Pressure of a ruthenium crystal with five density functionals

The atoms and the cell are the same in all five calculations, so the pressure shows how each functional would like to change the crystal. Positive values mean that the crystal pushes outward.

GPAW 26.7.0, plane-wave PAW DFT without spin polarisation, spin–orbit coupling or dispersion correction, for hexagonal ruthenium (2 atoms per cell, edges 2.706, 2.706 and 4.282 Å), not relaxed. All rows use a 600 eV cutoff, an 11 × 11 × 6 k-point mesh and Fermi–Dirac smearing of 0.05 eV. Pressure is positive in compression.

```
functional                                           potentials  pressure (GPa)
       LDA                 GPAW PAW data sets (gpaw data 1.2.1)         -13.770
       PBE                 GPAW PAW data sets (gpaw data 1.2.1)           3.660
    revPBE                 GPAW PAW data sets (gpaw data 1.2.1)           7.260
      RPBE                 GPAW PAW data sets (gpaw data 1.2.1)           8.650
      BLYP  PAW data sets made by gpaw setup for the functional          16.820
```

1. Which functionals want a smaller crystal, and which a larger one?

Only LDA gives a negative pressure: left free, its crystal would shrink. The other four would expand, BLYP most of all. Pressure is the slope of the energy with volume, with its sign reversed, so the table ranks the functionals by the volume they prefer without a search for the energy minimum.

2. Which functional suits this cell best?

PBE does, with the pressure nearest zero. The cell is close to the measured one at room temperature, however, where vibrating atoms add an outward pressure that the calculation leaves out. A rough Debye estimate puts it at 2 GPa, so an ideal calculation with atoms at rest should give about −2 GPa. Against that target PBE is some 6 GPa too high and LDA some 12 GPa too low, and PBE keeps its place.

3. How large an error in the lattice does such a pressure mean?

For a small, uniform change of all edges, the relative change on relaxation is

Δa/a ≈ P/(3B)

where a is an edge, P the pressure and B the bulk modulus, the resistance to compression. With a rough recalled B of 310 GPa, the PBE value gives 3.66/(3 × 310) ≈ 0.004, an expansion of 0.4% relative to the present edge. The same estimate gives a contraction of about 1.5% for LDA and an expansion of about 2% for BLYP. In a metal half as stiff, the same pressure would mean twice the change in length.

4. Why does the pressure rise from LDA to PBE and its relatives?

LDA treats each point of the crystal as part of a uniform electron gas. PBE, revPBE and RPBE also use the reduced gradient s, which measures how steeply the density changes compared with the density itself. They multiply the exchange energy of the uniform gas by a factor F(s) that grows with s. Exchange energy is negative, so a larger F lowers the energy of an uneven density.

Pulling the atoms apart thins out the electrons between them and, on the whole, raises s. The functional rewards this with a lower energy, which acts as an outward pressure. LDA has F = 1 everywhere and offers no such reward. In PBE, gradient terms in the correlation energy offset part of the gain, but the net effect is still outward. This is the usual explanation of why LDA makes solids too compact; the table shows a shift of the expected sign, but not where in the crystal it arises.

5. Why does RPBE lie above revPBE?

The upper limits of F suggest the opposite, because revPBE allows the larger factor at very steep gradients. What counts is how F behaves at the gradients that matter in the metal. With u = μs², where μ is a constant common to all three functionals, the factors at small s are

PBE: F ≈ 1 + u − u²/κ
revPBE: F ≈ 1 + u − u²/κ′
RPBE: F ≈ 1 + u − u²/(2κ)

Here κ and κ′ set the upper limits, 1 + κ for PBE and RPBE and 1 + κ′ for revPBE. The three share their correlation energy and the term in u; they part from the next term on, and that term cuts F back least in RPBE.

If all later terms are left out, the changes from PBE to revPBE and from PBE to RPBE are the same function of the density, each times its own constant. As long as the density itself hardly changes, the ratio of these constants carries over to the pressure. The shift of revPBE divided by that of RPBE should be

2(1 − κ/κ′) ≈ 2(1 − 0.646) ≈ 0.71

The table gives (7.26 − 3.66)/(8.65 − 3.66) = 0.72. The formula has no adjustable constant, but one ratio is only a single test. With the full expressions, the ratio of the changes in F is 0.72 at s = 1 and 0.83 at s = 2, so the estimate remains useful at moderate gradients.

The full expressions for F keep RPBE ahead at s = 2 and put revPBE ahead at s = 3. The computed order therefore suggests that moderate gradients control the pressure. To guess where another functional with PBE correlation would fall, compare its F with that of PBE at s up to about 2: a larger and faster-growing F there points to a larger crystal.

6. Can the binding energy replace the pressure as a guide?

It gives the same order here, since weaker binding goes with higher pressure in every step. It does not give the size of the step: one eV per atom of lost binding corresponds to about 7 GPa between PBE and revPBE, but to about 13 GPa between RPBE and BLYP. Binding energy compares the crystal with free atoms, here idealised as spherical and spin-paired, whereas pressure concerns only a small change of the crystal.

The ratio from question 5 reflects this difference. Taken from binding energies it is 0.79, further from the small-gradient value. A likely reason is that free atoms have thin outer tails where s is large, and there the F of revPBE catches up with that of RPBE and overtakes it.

7. Does BLYP simply continue the series?

Its pressure does, but its cause is partly different. BLYP uses another form of exchange, and its correlation energy does not become exact for a uniform electron gas. That is a known weakness for metals, whose outermost s and p electrons are spread rather evenly, though the d electrons of ruthenium are not. It fits the high pressure found here. BLYP also used data sets for the atomic cores made separately from those of the other functionals. Their share of the 8 GPa step from RPBE is untested, so the step should not be assigned to the functional alone.

8. Which digits can be trusted?

The answer depends on the use. Lengthening the edges in proportion, with the short one growing by 0.01 Å, would lower the pressure by about 3.4 GPa, enough to bring PBE almost to zero. A pressure quoted as the error of a functional is therefore only as good as the cell it was computed for.

Differences between functionals are safer, because cell, mesh and cutoff are the same throughout. The smallest, 1.39 GPa between revPBE and RPBE, still rests on settings whose convergence was not tested. A shift of a few tenths of a GPa in either value would change the ratio of question 5 by several hundredths, so its agreement with the formula is meaningful to about one decimal.

The analysis program printed:

```
Pressure and estimated edge change on relaxation:
     row  P in GPa  linear estimate in percent  Murnaghan estimate in percent  stress z minus x in GPa
     LDA    -13.77                      -1.481                         -1.341                  -0.9894
     PBE      3.66                      0.3935                         0.4052                 -0.00656
  revPBE      7.26                      0.7806                         0.8283                   0.2084
    RPBE      8.65                      0.9301                         0.9989                   0.2898
    BLYP     16.82                       1.809                          2.095                  -0.2348
Steps from the row above:
     row  pressure step in GPa  energy step in eV per atom  GPa per eV per atom
     PBE                 17.43                       1.505                11.58
  revPBE                   3.6                      0.5252                6.855
    RPBE                  1.39                      0.1437                9.672
    BLYP                  8.17                      0.6251                13.07
Shift ratio revPBE to RPBE from PBE in exchange enhancement at small s, s 1, s 2, s 3 - small s: 0.7084
Same ratio at s 1: 0.721
Same ratio at s 2: 0.8311
Same ratio at s 3: 1.175
Same ratio in the computed pressures: 0.7214
Same ratio in the computed binding energies: 0.7851
Pressure change for edges longer by 0.01 angstrom, GPa: -3.437
Rough outward pressure of vibrations at 300 K, GPa: 2.139
Static pressure at which LDA and PBE would be equally near, GPa: -5.055
```
